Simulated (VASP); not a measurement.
# Al (Fm-3m) in VASP: notebook

The runs below take Al through single point, with PBE.

Everything below comes from runs of VASP 6.6.1. Logs are shortened: lines on timing, memory, paths and dates and some standing lists are left out, and cuts for length are marked.

## 1. The undisturbed crystal

It takes space group Fm-3m (No. 225, cubic). Conventional cell: a = 4.050 Å, b = 4.050 Å, c = 4.050 Å, α = 90.00°, β = 90.00°, γ = 90.00°. Around Al (site symmetry m-3m) lie 12 Al at 2.86 Å.

## 2. Single point, PBE (a relaxed cell with its volume scaled by 0.94)

INCAR reads:

```
SYSTEM = Al
ALGO = Normal
EDIFF = 1E-7
ENCUT = 520
GGA = PE
ISIF = 2
ISMEAR = 0
LASPH = .TRUE.
LCHARG = .FALSE.
LREAL = .FALSE.
LWAVE = .FALSE.
NELM = 60
PREC = Accurate
SIGMA = 0.1
```

KPOINTS reads:

```
k-points
0
G
  6 6 6
  0 0 0
```

POSCAR reads:

```
Al                                      
1.0
    0.0000000000      1.9831292262      1.9831292262
    1.9831292262      0.0000000000      1.9831292262
    1.9831292262      1.9831292262      0.0000000000
  Al            
     1
Direct
     0.0000000000000000    0.0000000000000000    0.0000000000000000
```

Potentials or basis: VASP PAW PBE potentials, release 64 (Al).

On the command line:

```bash
$ cat potpaw_PBE.64/Al/POTCAR > POTCAR
$ mpirun -np 1 vasp_std > vasp.out
```

OUTCAR:

```text
SYSTEM = Al
   EDIFF = 1E-7
   ENCUT = 520
   GGA = PE
   ISIF = 2
   ISMEAR = 0
   LASPH = .TRUE.
   LREAL = .FALSE.
   NELM = 60
   PREC = Accurate

 ion  position               nearest neighbor table
   1  0.000  0.000  0.000-

  LATTYP: Found a face centered cubic cell.
 ALAT       =     3.9662584524

  Lattice vectors:

 A1 = (   0.0000000000,   1.9831292262,   1.9831292262)
 A2 = (   1.9831292262,   0.0000000000,   1.9831292262)
 A3 = (   1.9831292262,   1.9831292262,   0.0000000000)

Analysis of symmetry for initial positions (statically):
=====================================================================
 Subroutine PRICEL returns:
 Original cell was already a primitive cell.

 Routine SETGRP: Setting up the symmetry group for a
 face centered cubic supercell.

 Subroutine GETGRP returns: Found 48 space group operations
 (whereof 48 operations were pure point group operations)
 out of a pool of 48 trial point group operations.

The static configuration has the point symmetry O_h .

Analysis of symmetry for dynamics (positions and initial velocities):
=====================================================================
 Subroutine PRICEL returns:
 Original cell was already a primitive cell.

 Routine SETGRP: Setting up the symmetry group for a
 face centered cubic supercell.

 Subroutine GETGRP returns: Found 48 space group operations
 (whereof 48 operations were pure point group operations)
 out of a pool of 48 trial point group operations.

The dynamic configuration has the point symmetry O_h .

 Subroutine INISYM returns: Found 48 space group operations
 (whereof 48 operations are pure point group operations),
 and found     1 'primitive' translations

----------------------------------------------------------------------------------------

                                     Primitive cell

  volume of cell :      15.5985

  direct lattice vectors                    reciprocal lattice vectors
     0.000000000  1.983129226  1.983129226    -0.252126787  0.252126787  0.252126787
     1.983129226  0.000000000  1.983129226     0.252126787 -0.252126787  0.252126787
     1.983129226  1.983129226  0.000000000     0.252126787  0.252126787 -0.252126787

  length of vectors
     2.804568248  2.804568248  2.804568248     0.436696405  0.436696405  0.436696405

  position of ions in fractional coordinates (direct lattice)
     0.000000000  0.000000000  0.000000000

  ion indices of the primitive-cell ions
   primitive index   ion index
                 1           1

----------------------------------------------------------------------------------------

 KPOINTS: k-points

Automatic generation of k-mesh.
 Grid dimensions read from file:
 generate k-points for:    6    6    6

 Generating k-lattice:

  Cartesian coordinates                     Fractional coordinates (reciprocal lattice)
    -0.042021131  0.042021131  0.042021131     0.166666667  0.000000000  0.000000000
     0.042021131 -0.042021131  0.042021131     0.000000000  0.166666667  0.000000000
     0.042021131  0.042021131 -0.042021131     0.000000000  0.000000000  0.166666667

  Length of vectors
     0.072782734  0.072782734  0.072782734

  Shift w.r.t. Gamma in fractional coordinates (k-lattice)
     0.000000000  0.000000000  0.000000000

 Subroutine IBZKPT returns following result:
 ===========================================

 Found     16 irreducible k-points:

 Following reciprocal coordinates:
            Coordinates               Weight
  0.000000  0.000000  0.000000      1.000000
  0.166667  0.000000  0.000000      8.000000
  0.333333  0.000000  0.000000      8.000000
  0.500000  0.000000  0.000000      4.000000
  0.166667  0.166667  0.000000      6.000000
  0.333333  0.166667  0.000000     24.000000
[... 8 lines left out ...]
 -0.333333  0.333333  0.166667     24.000000
 -0.333333  0.500000  0.166667     12.000000
   k-points           NKPTS =     16   k-points in BZ     NKDIM =     16   number of bands    NBANDS=      5
   number of dos      NEDOS =    301   number of ions     NIONS =      1
   total plane-waves  NPLWV =  13824
   dimension x,y,z NGX =    24 NGY =   24 NGZ =   24
   dimension x,y,z NGXF=    48 NGYF=   48 NGZF=   48
   ions per type =               1
   NGX,Y,Z   is equivalent  to a cutoff of  14.23, 14.23, 14.23 a.u.
   NGXF,Y,Z  is equivalent  to a cutoff of  28.45, 28.45, 28.45 a.u.
 SYSTEM =  Al
   PREC   = accura    normal or accurate (medium, high low for compatibility)
   ISTART =      0    job   : 0-new  1-cont  2-samecut
   ICHARG =      2    charge: 1-file 2-atom 10-const
   ISPIN  =      1    spin polarized calculation?
   LNONCOLLINEAR =      F non collinear calculations
   LSORBIT =      F    spin-orbit coupling
   LASPH  =      T    aspherical Exc in radial PAW
   ENCUT  =  520.0 eV  38.22 Ry    6.18 a.u.   5.21  5.21  5.21*2*pi/ulx,y,z
   NELM   =     60;   NELMIN=  2; NELMDL= -5     # of ELM steps
   EDIFF  = 0.1E-06   stopping-criterion for ELM
   LREAL  =      F    real-space projection
   EDIFFG = 0.1E-05   stopping-criterion for IOM
   NSW    =      0    number of steps for IOM
   IBRION =     -1    ionic relax: 0-MD 1-quasi-New 2-CG
   NFREE  =      0    steps in history (QN), initial steepest desc. (CG)
   ISIF   =      2    stress and relaxation
   ISYM   =      2    0-nonsym 1-usesym 2-fastsym
   POTIM  = 0.5000    time-step for ionic-motion
   TEBEG  =    0.0;   TEEND  =   0.0 temperature during run
   PSTRESS=    0.0 pullay stress
   NELECT =       3.0000    total number of electrons
   NUPDOWN=      -1.0000    fix difference up-down
   EMIN   =  10.00;   EMAX   =-10.00  energy-range for DOS
   EFERMI =   0.00;   METHOD = LEGACY
   ISMEAR =     0;   SIGMA  =   0.10  broadening in eV -4-tet -1-fermi 0-gaus
   EFERMI_NEDOS =   21; number of points for ismear=-14 and -15
   IALGO  =     38    algorithm
   IMIX   =      4    mixing-type and parameters
     AMIX     =   0.40;   BMIX     =  1.00
     AMIX_MAG =   1.60;   BMIX_MAG =  1.00
  volume/ion in A,a.u.               =      15.60       105.26
  Fermi-wavevector in a.u.,A,eV,Ry     =   0.944976  1.785746 12.149733  0.892980
  Thomas-Fermi vector in A             =   2.072833
   LORBIT       =      0    0 simple, 1 ext, 2 COOP (PROOUT), +10 PAW based schemes
   GGA     = PE    functional components
   LHFCALC =     F    Hartree Fock is set to
   AEXX    =    0.0000 exact exchange contribution
   IVDW    =     0    specifies the selected vdW correction
   LEPSILON=     F    determine dielectric tensor
   LRPA    =     F    only Hartree local field effects (RPA)
 non-spin polarized calculation
 Gauss-broadening in eV      SIGMA  =   0.10
  energy-cutoff  :      520.00
  volume of cell :       15.60
 maximum number of plane-waves:       444
 NGX is ok and might be reduce to    24
   NGX = 11   NGY = 11   NGZ = 11

 number of electron       3.0000000 magnetization

 Free energy of the ion-electron system (eV)
  ---------------------------------------------------
  ext. energy  EPLUGINS =         0.00000000
  ---------------------------------------------------
  free energy    TOTEN  =        -3.79657573 eV

  energy without entropy =       -3.79247514  energy(sigma->0) =       -3.79452543

 E-fermi :   9.0491     XC(G=0): -10.4020

 val. band max:        7.9360384291   @ k =  -0.3333   0.5000   0.1667
 cond. band min:       9.0874377080   @ k =  -0.3333   0.3333   0.0000
 fundamental gap:      1.1513992789
 Fermi energy:         9.0491086230

 k-point     1 :       0.0000    0.0000    0.0000
  band No.  band energies     occupation
      1      -2.9303      2.00000
      2      21.5331      0.00000
      3      21.5331      0.00000
      4      21.5331      0.00000
      5      23.4630      0.00000

 k-point     2 :       0.1667    0.0000    0.0000
  band No.  band energies     occupation
      1      -2.1485      2.00000
      2      15.4575      0.00000
      3      20.3551      0.00000
      4      20.3551      0.00000
      5      23.7516      0.00000

 k-point     3 :       0.3333    0.0000    0.0000
  band No.  band energies     occupation
      1       0.1698      2.00000
      2       9.1127      0.36830
      3      19.7771      0.00000
      4      19.7771      0.00000
      5      22.4641      0.00000

 k-point     4 :       0.5000    0.0000    0.0000
  band No.  band energies     occupation
      1       3.7791      2.00000
      2       4.1407      2.00000
      3      20.3221      0.00000
      4      20.3221      0.00000
      5      20.6223      0.00000

 k-point     5 :       0.1667    0.1667    0.0000
  band No.  band energies     occupation
      1      -1.8889      2.00000
      2      17.9274      0.00000
      3      17.9667      0.00000
      4      17.9667      0.00000
      5      21.3604      0.00000

 k-point     6 :       0.3333    0.1667    0.0000
  band No.  band energies     occupation
      1      -0.0861      2.00000
      2      11.6914      0.00000
      3      16.8842      0.00000
      4      17.5306      0.00000
      5      18.6149      0.00000

 k-point     7 :       0.5000    0.1667    0.0000
  band No.  band energies     occupation
      1       3.1929      2.00000
      2       6.1915      2.00000
      3      15.0445      0.00000
      4      17.1205      0.00000
      5      18.9614      0.00000

 k-point     8 :      -0.3333    0.1667    0.0000
  band No.  band energies     occupation
      1       1.9447      2.00000
      2       7.8700      2.00000
      3      13.9150      0.00000
      4      18.6853      0.00000
      5      20.6751      0.00000

 k-point     9 :      -0.1667    0.1667    0.0000
  band No.  band energies     occupation
      1      -0.8556      2.00000
      2      13.1861      0.00000
      3      14.7825      0.00000
      4      21.5640      0.00000
      5      23.5662      0.00000

 k-point    10 :       0.3333    0.3333    0.0000
  band No.  band energies     occupation
      1       1.1847      2.00000
      2      13.1208      0.00000
      3      14.8964      0.00000
      4      15.3398      0.00000
      5      15.3398      0.00000

 k-point    11 :       0.5000    0.3333    0.0000
  band No.  band energies     occupation
      1       3.9197      2.00000
      2       9.5949      0.00000
      3      10.2358      0.00000
      4      15.1252      0.00000
      5      16.6258      0.00000

 k-point    12 :      -0.3333    0.3333    0.0000
  band No.  band energies     occupation
      1       5.1648      2.00000
      2       7.4420      2.00000
      3       9.0874      0.58778
      4      16.2371      0.00000
      5      18.0363      0.00000

 k-point    13 :       0.5000    0.5000    0.0000
  band No.  band energies     occupation
      1       5.5379      2.00000
      2       6.9829      2.00000
      3      13.8667      0.00000
      4      14.4631      0.00000
      5      14.4631      0.00000

 k-point    14 :       0.5000    0.3333    0.1667
  band No.  band energies     occupation
      1       2.1940      2.00000
      2      10.3107      0.00000
      3      11.9219      0.00000
      4      14.2435      0.00000
      5      21.8169      0.00000

 k-point    15 :      -0.3333    0.3333    0.1667
  band No.  band energies     occupation
      1       5.6983      2.00000
      2       6.1004      2.00000
      3      11.6242      0.00000
      4      12.4828      0.00000
      5      23.1927      0.00000

 k-point    16 :      -0.3333    0.5000    0.1667
  band No.  band energies     occupation
      1       6.4889      2.00000
      2       7.9360      2.00000
      3       9.3522      0.00002
      4      11.1968      0.00000
      5      20.9013      0.00000

------------------------ aborting loop because EDIFF is reached ----------------------------------------

  FORCE on cell =-STRESS in cart. coord.  units (eV):
  Direction    XX          YY          ZZ          XY          YZ          ZX
  --------------------------------------------------------------------------------------
  -------------------------------------------------------------------------------------
  Total        0.5287767      0.5287767      0.5287767      0.0000000      0.0000000      0.0000000
  in kB       54.3125073     54.3125073     54.3125073      0.0000000      0.0000000      0.0000000
  external PRESSURE =      54.3125073 kB  Pullay stress =       0.0000000 kB

 VOLUME and BASIS-vectors are now :
 -----------------------------------------------------------------------------
  energy-cutoff  :      520.00
  volume of cell :       15.60
      direct lattice vectors                 reciprocal lattice vectors
     0.000000000  1.983129226  1.983129226    -0.252126787  0.252126787  0.252126787
     1.983129226  0.000000000  1.983129226     0.252126787 -0.252126787  0.252126787
     1.983129226  1.983129226  0.000000000     0.252126787  0.252126787 -0.252126787

 POSITION                                       TOTAL-FORCE (eV/Angst)
 -----------------------------------------------------------------------------------
      0.00000      0.00000      0.00000        -0.000000      0.000000     -0.000000
 -----------------------------------------------------------------------------------
    total drift:                                0.000000      0.000000      0.000000

  FREE ENERGIE OF THE ION-ELECTRON SYSTEM (eV)
  ---------------------------------------------------
  free  energy   TOTEN  =        -3.7965757292 eV

  energy  without entropy=       -3.7924751361  energy(sigma->0) =       -3.79452543
```

Wall time 1.4 s (1 thread of Intel Xeon Platinum 8488C (Sapphire Rapids), shared host); peak memory 0.12 GiB.

What came out:

```
Free energy            : -3.7966 eV
Pressure               : 5.4 GPa
Band gap on the k mesh : none (metal or under the smearing width)
```

Caveat: the k mesh is coarse (spacing up to 0.46 Å⁻¹), so the values aren't converged.

## 3. Single point, PBE (a relaxed cell with its volume scaled by 1.06)

INCAR is that of step 2.

KPOINTS is that of step 2.

POSCAR reads:

```
Al                                      
1.0
    0.0000000000      2.0641615572      2.0641615572
    2.0641615572      0.0000000000      2.0641615572
    2.0641615572      2.0641615572      0.0000000000
  Al            
     1
Direct
     0.0000000000000000    0.0000000000000000    0.0000000000000000
```

Potentials or basis: VASP PAW PBE potentials, release 64 (Al).

On the command line:

```bash
$ cat potpaw_PBE.64/Al/POTCAR > POTCAR
$ mpirun -np 1 vasp_std > vasp.out
```

It took 1.5 s on 1 thread of Intel Xeon Platinum 8488C (Sapphire Rapids), shared host; peak memory 0.12 GiB.

Results (log left out):

```yaml
Free_energy: -3.7997 eV
Pressure: -4.0 GPa
Band_gap_on_the_k_mesh: none (metal or under the smearing width)
```

Levels at points of the mesh, in eV from the Fermi level:
```tsv
k point	band 1	band 2	band 3	band 4	band 5
(0.00, 0.00, 0.00)	-10.97	12.00	12.00	12.00	13.02
(0.50, 0.00, 0.00)	-4.61	-4.57	10.47	10.47	10.90
(0.50, 0.50, 0.00)	-3.04	-1.87	4.97	5.03	5.03
```

Caveat: the k mesh is coarse (spacing up to 0.44 Å⁻¹), so the values aren't converged.

## 4. Single point, PBE (a relaxed cell with its volume scaled by 0.91)

INCAR is that of step 3.

KPOINTS is that of step 3.

POSCAR reads:

```
Al                                      
1.0
    0.0000000000      1.9618036032      1.9618036032
    1.9618036032      0.0000000000      1.9618036032
    1.9618036032      1.9618036032      0.0000000000
  Al            
     1
Direct
     0.0000000000000000    0.0000000000000000    0.0000000000000000
```

On the command line:

```bash
$ cat potpaw_PBE.64/Al/POTCAR > POTCAR
$ mpirun -np 1 vasp_std > vasp.out
```

Wall time 1.4 s (1 thread of Intel Xeon Platinum 8488C (Sapphire Rapids), shared host); peak memory 0.12 GiB.

It converged, with:

```yaml
Free_energy: -3.7745 eV
Pressure: 8.9 GPa
Band_gap_on_the_k_mesh: none (metal or under the smearing width)
```

Levels at points of the mesh, in eV from the Fermi level:
```tsv
k point	band 1	band 2	band 3	band 4	band 5
(0.00, 0.00, 0.00)	-12.25	12.63	12.63	12.63	14.82
(0.50, 0.00, 0.00)	-5.44	-4.99	11.39	11.39	11.90
(0.50, 0.50, 0.00)	-3.63	-2.12	4.79	5.54	5.54
```

Caveat: the k mesh is coarse (spacing up to 0.46 Å⁻¹), so the values aren't converged.

(Continued in part 2 of 2.)
